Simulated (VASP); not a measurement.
# Se (Pm-3m) in VASP: a series of runs, part 2 of 2

VASP 6.6.1. Earlier steps stand in the parts before.

## Step 5: Equation of state, r2SCAN, 20.87 Å³/atom (volume scaled by 0.94)

File INCAR:

```
SYSTEM = Se
ALGO     = Normal         ! electronic algorithm
EDIFF    = 1E-6           ! SCF threshold, eV
ENCUT    = 520            ! plane-wave cutoff, eV
ISIF     = 2              ! what is computed and relaxed
ISMEAR   = -1             ! smearing method
LASPH    = .TRUE.         ! aspherical terms in the spheres
LCHARG   = .FALSE.        ! write CHGCAR
LMIXTAU  = .TRUE.       
LREAL    = .FALSE.        ! projectors in reciprocal space
LWAVE    = .FALSE.        ! write WAVECAR
METAGGA  = R2SCAN         ! meta-GGA
NELM     = 60             ! most SCF steps
PREC     = Accurate       ! precision mode
SIGMA    = 0.05           ! smearing width, eV
```

File KPOINTS:

```
k-points
0
G
  9 9 9
  0 0 0
```

File POSCAR:

```
Se
1.0
    2.7531884921      0.0000000000      0.0000000000
    0.0000000000      2.7531884921      0.0000000000
    0.0000000000      0.0000000000      2.7531884921
Se
1
Direct
    0.0000000000      0.0000000000      0.0000000000
```

Potentials or basis: VASP PAW PBE potentials, release 64 (Se).

The run is started by

```console
> cat potpaw_PBE.64/Se/POTCAR > POTCAR
> mpirun -np 1 vasp_std > vasp.out
```

OUTCAR:

```text
SYSTEM = Se
   EDIFF = 1E-6
   ENCUT = 520
   ISIF = 2
   ISMEAR = -1
   LASPH = .TRUE.
   LREAL = .FALSE.
   METAGGA = R2SCAN
   NELM = 60
   PREC = Accurate

 Found     35 irreducible k-points:

 Following reciprocal coordinates:
            Coordinates               Weight
  0.000000  0.000000  0.000000      1.000000
  0.111111  0.000000  0.000000      6.000000
  0.222222  0.000000  0.000000      6.000000
  0.333333  0.000000  0.000000      6.000000
  0.444444  0.000000  0.000000      6.000000
  0.111111  0.111111  0.000000     12.000000
   k-points           NKPTS =     35   k-points in BZ     NKDIM =     35   number of bands    NBANDS=      7
   number of dos      NEDOS =    301   number of ions     NIONS =      1
[... 128 lines left out ...]
      6      16.2361      0.00000
      7      16.6400      0.00000

 [... further k-points ...]
[... 5 lines left out ...]
  --------------------------------------------------------------------------------------
  -------------------------------------------------------------------------------------
  Total        0.8137512      0.8137512      0.8137512     -0.0000000      0.0000000     -0.0000000
  in kB       62.4732928     62.4732928     62.4732928     -0.0000000      0.0000000     -0.0000000
  external PRESSURE =      62.4732928 kB  Pullay stress =       0.0000000 kB

 VOLUME and BASIS-vectors are now :
 -----------------------------------------------------------------------------
  energy-cutoff  :      520.00
  volume of cell :       20.87
      direct lattice vectors                 reciprocal lattice vectors
     2.753188492  0.000000000  0.000000000     0.363215233  0.000000000  0.000000000
     0.000000000  2.753188492  0.000000000     0.000000000  0.363215233  0.000000000
     0.000000000  0.000000000  2.753188492     0.000000000  0.000000000  0.363215233

 POSITION                                       TOTAL-FORCE (eV/Angst)
 -----------------------------------------------------------------------------------
      0.00000      0.00000      0.00000         0.000000      0.000000      0.000000
 -----------------------------------------------------------------------------------
    total drift:                               -0.000000      0.000000      0.000000

  FREE ENERGIE OF THE ION-ELECTRON SYSTEM (eV)
  ---------------------------------------------------
  free  energy   TOTEN  =       -14.0289505518 eV

  energy  without entropy=      -14.0227807554  energy(sigma->0) =      -14.02586565
```

It took 18 s on 1 thread of Intel Xeon Platinum 8488C (Sapphire Rapids), shared host; peak memory 0.12 GiB.

What came out:

```
Free energy            : -14.0290 eV
Pressure               : 6.2 GPa
Band gap on the k mesh : none (metal or under the smearing width)
```

Caveat: the PAW data sets were made with another functional, which shifts forces and pressure a little.

## Step 6: Equation of state, r2SCAN, 21.31 Å³/atom (volume scaled by 0.96)

File INCAR:

```
PREC = Accurate ; ENCUT = 520
EDIFF = 1E-6 ; ISMEAR = -1
SIGMA = 0.05 ; LREAL = False
LASPH = True ; NELM = 100
ALGO = Normal ; ISIF = 2
LWAVE = False ; LCHARG = False
METAGGA = R2SCAN ; LMIXTAU = True
```

File KPOINTS:

```
regular mesh
0
Gamma
  9 9 9
```

File POSCAR:

```
Se
1.0
    2.7725777822      0.0000000000      0.0000000000
    0.0000000000      2.7725777822      0.0000000000
    0.0000000000      0.0000000000      2.7725777822
Se
1
Direct
    0.0000000000      0.0000000000      0.0000000000
```

Potentials or basis: VASP PAW PBE potentials, release 64 (Se).

The run is started by

```console
> cat potpaw_PBE.64/Se/POTCAR > POTCAR
> mpirun -np 1 vasp_std > vasp.out
```

It took 21 s on 1 thread of Intel Xeon Platinum 8488C (Sapphire Rapids), shared host; peak memory 0.14 GiB.

Results (log left out):

```yaml
Free_energy: -14.0435 eV
Pressure: 4.2 GPa
Band_gap_on_the_k_mesh: none (metal or under the smearing width)
```

Caveat: the PAW data sets were made with another functional, which shifts forces and pressure a little.

## Step 7: Equation of state, r2SCAN, 21.76 Å³/atom (volume scaled by 0.98)

File INCAR:

```
SYSTEM = Se
PREC = Accurate
ENCUT = 520
EDIFF = 1E-6
ISMEAR = -1
SIGMA = 0.05
LREAL = .False.
LASPH = .True.
NELM = 60
ALGO = Normal
ISIF = 2
LWAVE = .False.
LCHARG = .False.
METAGGA = R2SCAN
LMIXTAU = .True.
```

File KPOINTS:

```
Automatic mesh
0
Gamma
  9 9 9
  0 0 0
```

File POSCAR:

```
Se
1.0
    2.7916996126      0.0000000000      0.0000000000
    0.0000000000      2.7916996126      0.0000000000
    0.0000000000      0.0000000000      2.7916996126
Se
1
Direct
    0.0000000000      0.0000000000      0.0000000000
```

The run is started by

```console
> cat potpaw_PBE.64/Se/POTCAR > POTCAR
> mpirun -np 1 vasp_std > vasp.out
```

Run time: 20 s. Hardware: 1 thread of Intel Xeon Platinum 8488C (Sapphire Rapids), shared host; peak memory 0.13 GiB.

Results (log left out):

```
Free energy            : -14.0526 eV
Pressure               : 2.3 GPa
Band gap on the k mesh : none (metal or under the smearing width)
```

Caveat: the PAW data sets were made with another functional, which shifts forces and pressure a little.

## Step 8: Equation of state, r2SCAN, 22.65 Å³/atom (volume scaled by 1.02)

Edit INCAR of step 7 so:

```diff
@@ -8,3 +8,3 @@
 LASPH = .True.
-NELM = 60
+NELM = 100
 ALGO = Normal
```

KPOINTS is that of step 7.

File POSCAR:

```
Se
1.0
    2.8291765626      0.0000000000      0.0000000000
    0.0000000000      2.8291765626      0.0000000000
    0.0000000000      0.0000000000      2.8291765626
Se
1
Direct
    0.0000000000      0.0000000000      0.0000000000
```

The run is started by

```console
> cat potpaw_PBE.64/Se/POTCAR > POTCAR
> mpirun -np 1 vasp_std > vasp.out
```

It took 17 s on 1 thread of Intel Xeon Platinum 8488C (Sapphire Rapids), shared host; peak memory 0.14 GiB.

It converged, with:

* Free energy: -14.0570 eV
* Pressure: -0.7 GPa
* Band gap on the k mesh: none (metal or under the smearing width)

Caveat: the PAW data sets were made with another functional, which shifts forces and pressure a little.

## Step 9: Equation of state, r2SCAN, 23.09 Å³/atom (volume scaled by 1.04)

File INCAR:

```
PREC = Accurate ; ENCUT = 520
EDIFF = 1E-6 ; ISMEAR = -1
SIGMA = 0.05 ; LREAL = False
LASPH = True ; NELM = 80
ALGO = Normal ; ISIF = 2
LWAVE = False ; LCHARG = False
METAGGA = R2SCAN ; LMIXTAU = True
```

File KPOINTS:

```
regular mesh
0
Gamma
  9 9 9
```

File POSCAR:

```
Se
1.0
    2.8475483537      0.0000000000      0.0000000000
    0.0000000000      2.8475483537      0.0000000000
    0.0000000000      0.0000000000      2.8475483537
Se
1
Direct
    0.0000000000      0.0000000000      0.0000000000
```

Potentials or basis: VASP PAW PBE potentials, release 64 (Se).

The run is started by

```console
> cat potpaw_PBE.64/Se/POTCAR > POTCAR
> mpirun -np 1 vasp_std > vasp.out
```

It took 18 s on 1 thread of Intel Xeon Platinum 8488C (Sapphire Rapids), shared host; peak memory 0.14 GiB.

The run converged. Its results:

- Free energy: -14.0531 eV
- Pressure: -2.1 GPa
- Band gap on the k mesh: none (metal or under the smearing width)

Caveat: the PAW data sets were made with another functional, which shifts forces and pressure a little.

## Step 10: Equation of state, r2SCAN, 23.53 Å³/atom (volume scaled by 1.06)

File INCAR:

```
PREC     = Accurate       # precision mode
ENCUT    = 520            # plane-wave cutoff, eV
EDIFF    = 1E-7           # SCF threshold, eV
ISMEAR   = -1             # smearing method
SIGMA    = 0.05           # smearing width, eV
LREAL    = F              # projectors in reciprocal space
LASPH    = T              # aspherical terms in the spheres
NELM     = 100            # most SCF steps
ALGO     = Normal         # electronic algorithm
ISIF     = 2              # what is computed and relaxed
LWAVE    = F              # write WAVECAR
LCHARG   = F              # write CHGCAR
METAGGA  = R2SCAN         # meta-GGA
LMIXTAU  = T
```

KPOINTS is that of step 9.

File POSCAR:

```
Se
1.0
    2.8656860934      0.0000000000      0.0000000000
    0.0000000000      2.8656860934      0.0000000000
    0.0000000000      0.0000000000      2.8656860934
Se
1
Direct
    0.0000000000      0.0000000000      0.0000000000
```

The run is started by

```console
> cat potpaw_PBE.64/Se/POTCAR > POTCAR
> mpirun -np 1 vasp_std > vasp.out
```

Run time: 20 s. Hardware: 1 thread of Intel Xeon Platinum 8488C (Sapphire Rapids), shared host; peak memory 0.14 GiB.

The run converged. Its results:

```yaml
Free_energy: -14.0457 eV
Pressure: -3.3 GPa
Band_gap_on_the_k_mesh: none (metal or under the smearing width)
```

Caveat: the PAW data sets were made with another functional, which shifts forces and pressure a little.

## Step 11: Phonons, r2SCAN

File POSCAR:

```
Se
1.0
    2.8105630200      0.0000000000      0.0000000000
    0.0000000000      2.8105630200      0.0000000000
    0.0000000000      0.0000000000      2.8105630200
Se
1
Direct
    0.0000000000      0.0000000000      0.0000000000
```

File INCAR.step1:

```
SYSTEM = Se
  PREC = Accurate
  ENCUT = 600
  EDIFF = 1E-8
  ISMEAR = 0
  SIGMA = 0.05
  LREAL = .False.
  LASPH = .True.
  NELM = 60
  ALGO = Normal
  ISIF = 3
  LWAVE = .False.
  LCHARG = .False.
  METAGGA = R2SCAN
  LMIXTAU = .True.
  IBRION = 2
  NSW = 40
  EDIFFG = -0.002
```

File INCAR.step2:

```
SYSTEM = Se
  PREC = Accurate
  ENCUT = 600
  EDIFF = 1E-8
  ISMEAR = 0
  SIGMA = 0.05
  LREAL = .False.
  LASPH = .True.
  NELM = 60
  ALGO = Normal
  ISIF = 2
  LWAVE = .False.
  LCHARG = .False.
  METAGGA = R2SCAN
  LMIXTAU = .True.
  IBRION = 6
  NFREE = 2
  POTIM = 0.015
  NSW = 1
```

File KPOINTS:

```
regular mesh
0
Gamma
  7 7 7
  0 0 0
```

Potentials or basis: VASP PAW PBE potentials, release 64 (Se).

The run is started by

```console
> cat potpaw_PBE.64/Se/POTCAR > POTCAR
> cp INCAR.step1 INCAR
> mpirun -np 1 vasp_std > vasp.out
> cp CONTCAR POSCAR
> cp INCAR.step2 INCAR
> mpirun -np 1 vasp_std > vasp.out
```

OUTCAR:

```text
SYSTEM = Se
   PREC = Accurate
   ENCUT = 600
   EDIFF = 1E-8
   ISMEAR = 0
   LREAL = .False.
   LASPH = .True.
   NELM = 60
   ISIF = 2
   METAGGA = R2SCAN
   IBRION = 6
   NFREE = 2
   POTIM = 0.015
   NSW = 1

 ion  position               nearest neighbor table
   1  0.000  0.000  0.000-

  LATTYP: Found a simple cubic cell.
 ALAT       =     2.8079557648

  Lattice vectors:

 A1 = (   2.8079557648,   0.0000000000,   0.0000000000)
 A2 = (   0.0000000000,   2.8079557648,   0.0000000000)
 A3 = (   0.0000000000,   0.0000000000,   2.8079557648)

Analysis of symmetry for initial positions (statically):
=====================================================================
 Subroutine PRICEL returns:
 Original cell was already a primitive cell.

 Routine SETGRP: Setting up the symmetry group for a
 simple cubic supercell.

 Subroutine GETGRP returns: Found 48 space group operations
 (whereof 48 operations were pure point group operations)
 out of a pool of 48 trial point group operations.

The static configuration has the point symmetry O_h .

Analysis of symmetry for dynamics (positions and initial velocities):
=====================================================================
 Subroutine PRICEL returns:
 Original cell was already a primitive cell.

 Routine SETGRP: Setting up the symmetry group for a
 simple cubic supercell.

 Subroutine GETGRP returns: Found 48 space group operations
 (whereof 48 operations were pure point group operations)
 out of a pool of 48 trial point group operations.

The dynamic configuration has the point symmetry O_h .

 Subroutine INISYM returns: Found 48 space group operations
[... 142 lines left out ...]

------------------------ aborting loop because EDIFF is reached ----------------------------------------

  FORCE on cell =-STRESS in cart. coord.  units (eV):
  Direction    XX          YY          ZZ          XY          YZ          ZX
  --------------------------------------------------------------------------------------
  -------------------------------------------------------------------------------------
  Total        0.0008103      0.0008103      0.0008103     -0.0000000     -0.0000000      0.0000000
  in kB        0.0586371      0.0586371      0.0586371     -0.0000000     -0.0000000      0.0000000
  external PRESSURE =       0.0586371 kB  Pullay stress =       0.0000000 kB
[... 57 lines left out ...]
--------------------------------------- Ionic step        3  -------------------------------------------

 number of electron       6.0000000 magnetization

 Free energy of the ion-electron system (eV)
  ---------------------------------------------------
  ext. energy  EPLUGINS =         0.00000000
  ---------------------------------------------------
  free energy    TOTEN  =       -14.00246391 eV

  energy without entropy =      -14.00122771  energy(sigma->0) =      -14.00184581

 E-fermi :   4.8178     XC(G=0): -10.5375

 val. band max:        4.7836019535   @ k =   0.2857   0.1429   0.1429
 cond. band min:       5.0399849502   @ k =   0.2857   0.1429   0.1429
 fundamental gap:      0.2563829967
 Fermi energy:         4.8178055589

 k-point     1 :       0.0000    0.0000    0.0000
  band No.  band energies     occupation
      1     -12.2021      2.00000
      2       6.2263      0.00000
      3       6.2263      0.00000
      4       6.2263      0.00000
      5      12.9195      0.00000
      6      12.9195      0.00000
      7      13.5691      0.00000
[... 216 lines left out ...]
  FREE ENERGIE OF THE ION-ELECTRON SYSTEM (eV)
  ---------------------------------------------------
  free  energy   TOTEN  =       -14.0024639092 eV

  energy  without entropy=      -14.0012277127  energy(sigma->0) =      -14.00184581

 INTERNAL STRAIN TENSORS FROM DISPLACED ATOMS
 ============================================

 INTERNAL STRAIN TENSOR FOR ION    1 for displacements in x,y,z  (eV/Angst):
          X           Y           Z          XY          YZ          ZX
  --------------------------------------------------------------------------------
  x     0.00000     0.00000     0.00000     0.00000     0.00000     0.00000
  y     0.00000     0.00000     0.00000     0.00000     0.00000     0.00000
  z     0.00000     0.00000     0.00000     0.00000     0.00000     0.00000

 Eigenvectors and eigenvalues of the dynamical matrix
 ----------------------------------------------------

   1 f  =    0.000000 THz     0.000000 2PiTHz    0.000000 cm-1     0.000000 meV
             X         Y         Z           dx          dy          dz
      0.000000  0.000000  0.000000     0.736227   -0.676734    0.000000

   2 f  =    0.000000 THz     0.000000 2PiTHz    0.000000 cm-1     0.000000 meV
             X         Y         Z           dx          dy          dz
      0.000000  0.000000  0.000000    -0.676734   -0.736227    0.000000

   3 f  =    0.000000 THz     0.000000 2PiTHz    0.000000 cm-1     0.000000 meV
             X         Y         Z           dx          dy          dz
      0.000000  0.000000  0.000000     0.000000    0.000000    1.000000

 ELASTIC MODULI CONTR FROM IONIC RELAXATION (kBar)
 Direction    XX          YY          ZZ          XY          YZ          ZX
 --------------------------------------------------------------------------------
 XX           0.0000      0.0000      0.0000      0.0000      0.0000      0.0000
 YY           0.0000      0.0000      0.0000      0.0000      0.0000      0.0000
 ZZ           0.0000      0.0000      0.0000      0.0000      0.0000      0.0000
 XY           0.0000      0.0000      0.0000      0.0000      0.0000      0.0000
 YZ           0.0000      0.0000      0.0000      0.0000      0.0000      0.0000
 ZX           0.0000      0.0000      0.0000      0.0000      0.0000      0.0000
 --------------------------------------------------------------------------------
```

OUTCAR.step1:

```text
SYSTEM = Se
   PREC = Accurate
   ENCUT = 600
   EDIFF = 1E-8
   ISMEAR = 0
   LREAL = .False.
   LASPH = .True.
   NELM = 60
   ISIF = 3
   METAGGA = R2SCAN
   IBRION = 2
[... 270 lines left out ...]
 fundamental gap:      0.2563831741
 Fermi energy:         4.8178050566

 k-point     1 :       0.0000    0.0000    0.0000
  band No.  band energies     occupation
      1     -12.2021      2.00000
      2       6.2263      0.00000
      3       6.2263      0.00000
      4       6.2263      0.00000
      5      12.9195      0.00000
      6      12.9195      0.00000
      7      13.5691      0.00000
[... 216 lines left out ...]
  FREE ENERGIE OF THE ION-ELECTRON SYSTEM (eV)
  ---------------------------------------------------
  free  energy   TOTEN  =       -14.0024668221 eV

  energy  without entropy=      -14.0012306256  energy(sigma->0) =      -14.00184872

 reached required accuracy - stopping structural energy minimisation
```

OSZICAR.step1:

```text
N       E                     dE             d eps       ncg     rms          rms(c)
DAV:   1     0.370583754062E+00    0.37058E+00   -0.31352E+03   280   0.845E+02
DAV:   2    -0.149498014596E+02   -0.15320E+02   -0.13920E+02   378   0.882E+01
DAV:   3    -0.152648779381E+02   -0.31508E+00   -0.30993E+00   329   0.140E+01
[... 34 lines left out ...]
DAV:   5    -0.140024665897E+02    0.55603E-06   -0.17431E-07   280   0.593E-03    0.931E-04
DAV:   6    -0.140024667756E+02   -0.18590E-06   -0.10047E-07   280   0.531E-03    0.175E-04
DAV:   7    -0.140024668068E+02   -0.31183E-07   -0.65666E-09   308   0.116E-03    0.113E-04
DAV:   8    -0.140024668205E+02   -0.13748E-07   -0.46193E-09   280   0.981E-04    0.422E-05
DAV:   9    -0.140024668221E+02   -0.15739E-08   -0.11166E-10   140   0.123E-04
   3 F= -.14002467E+02 E0= -.14001849E+02  d E =-.409765E-04
```

Wall time 83 s (1 thread of Intel Xeon Platinum 8488C (Sapphire Rapids), shared host); peak memory 0.14 GiB.

What came out:

```
Relaxed volume                         : 22.14 Å³/atom
Relaxed cell                           : a = 2.808 Å, b = 2.808 Å, c = 2.808 Å, α = 90.00°, β = 90.00°, γ = 90.00°
Space group after relaxing (to 0.05 Å) : Pm-3m (No. 221)
```

Final structure:
```cif
data_structure
_symmetry_space_group_name_H-M 'P 1'
_symmetry_Int_Tables_number 1
_cell_length_a 2.8080
_cell_length_b 2.8080
_cell_length_c 2.8080
_cell_angle_alpha 90.000
_cell_angle_beta 90.000
_cell_angle_gamma 90.000
_cell_volume 22.14
loop_
_atom_site_label
_atom_site_type_symbol
_atom_site_fract_x
_atom_site_fract_y
_atom_site_fract_z
_atom_site_occupancy
Se1 Se 0.00000 0.00000 0.00000 1
```

Caveat: the PAW data sets were made with another functional, which shifts forces and pressure a little.
